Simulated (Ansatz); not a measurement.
# Al: the cost of one run

Method: DFT PBE, scalar-relativistic, plane waves, PAW, in Ansatz 0.2.0.

## Step 1: The system as given

Symmetry: Fd-3m, No. 227, cubic system. The conventional cell has a = 7.484 Å, b = 7.484 Å, c = 7.484 Å, α = 90.00°, β = 90.00°, γ = 90.00°. Al (site symmetry -43m) has 16 Al at 3.10 to 3.24 Å as nearest neighbours. Al (site symmetry -3m) is surrounded by 6 Al at 2.65 Å.

As a file:

```xyz
6
Lattice="-2.6459 2.6459 3.7416 2.6459 -2.6459 3.7416 2.6459 2.6459 -3.7416" Properties=species:S:1:pos:R:3 pbc="T T T"
Al    0.0000    0.0000    0.0000
Al    0.0000    2.6459    1.8708
Al    2.6459    1.3230    0.9354
Al    1.3230    2.6459   -0.9354
Al    1.3230    0.0000    2.8062
Al    0.0000    1.3230    4.6770
```

The cell was relaxed beforehand at this level, from a generated guess; it needn't be the stable form of this composition. At a tolerance of 0.05 Å it has space group Fd-3m (No. 227); it has 17.46 Å³/atom, an uncorrected energy of +0.16 eV/atom over the standard state.

## Step 2: Bands, states and charges

The input, input.yaml:

```yaml
crystal:
  lattice:
    - [-2.645918773, 2.645918773, 3.7415915945]
    - [2.645918773, -2.645918773, 3.7415915945]
    - [2.645918773, 2.645918773, -3.7415915945]
  atoms:
    - { symbol: Al, position: [0.0, 0.0, 0.0] }
    - { symbol: Al, position: [0.75, 0.25, 0.5] }
    - { symbol: Al, position: [0.375, 0.625, 0.75] }
    - { symbol: Al, position: [0.375, 0.125, 0.75] }
    - { symbol: Al, position: [0.375, 0.625, 0.25] }
    - { symbol: Al, position: [0.875, 0.625, 0.25] }
basis:
  ecutwfc: 420
kpoints:
  mp_grid: { grid: [10, 10, 10] }
  band_path:
    path:
      - [[0.0, 0.0, 0.0], [0.50001348, -0.50001348, 0.0], [0.62500674, -0.37502022, 1.011e-05]]
      - [[0.37501011, -0.37501011, 0.37501011], [0.0, 0.0, 0.0], [0.49999326, -2.022e-05, 2.022e-05], [0.50001348, -0.50001348, 0.25000674], [0.50001348, -0.50001348, 0.0]]
    npoints: 14
hamiltonian:
  xc: pbe
scf:
  occupations: { method: gaussian, width: 0.1 }
  n_extra_bands: 15
output:
  forces: true
  stress: true
  eigenvalues: true
  populations: true
  dos: { projected: true, de: 0.02, nscf_kmesh: { grid: [12, 12, 12] } }
  bader: true
```

Started as:

```bash
$ ansatz run input.yaml --threads 1 --pin off --max-ram 2560MiB --backend cpu --events-out ev --progress --plain --runs-dir out
```

Q: Estimate wall time and peak memory on 1 thread of AMD EPYC 7R43 (Zen 3), shared host.

About 69 s, with a peak of 0.58 GiB.
